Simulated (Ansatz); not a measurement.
Zr:

```
Zr
1.0
     3.23200    0.00000    0.00000
    -1.61600    2.79899    0.00000
     0.00000    0.00000    5.14700
Zr
2
Direct
  0.66667 0.33333 0.75000
  0.33333 0.66667 0.25000
```

Program: Ansatz 0.2.0. Alike in all runs: cell as given; smearing fermi-dirac 0.05 eV; basis error allowed 0.001 eV/atom. Hardware: 1 thread of Arm Neoverse V2, on a shared host.

**Question.** Order these runs on this cell by their wall time, lowest first.
A. task band structure; level PBEsol; potentials or basis all-electron LAPW, relativistic spinors; spin SOC, no magnetisation; k mesh 7 × 7 × 4; cutoff (eV) 176
B. task single point; level PBEsol; potentials or basis all-electron LAPW, scalar-relativistic; spin off; k mesh 9 × 9 × 5; cutoff (eV) 174
C. task single point; level PBEsol+U; potentials or basis all-electron LAPW, scalar-relativistic; spin off; U Zr d U = 6 eV; k mesh 9 × 9 × 5; cutoff (eV) 174

**Answer.** B (6.3 s), C (26 s), A (79 s).

Caveats: U is the effective U less J, on atomic orbitals that reach past the spheres (some runs); U without spin polarisation on a metal has little footing (some runs); the U is typed as a test and isn't derived for this compound (some runs); the k mesh is thin for a metal, which can move the energy by tens of meV per atom (some runs).
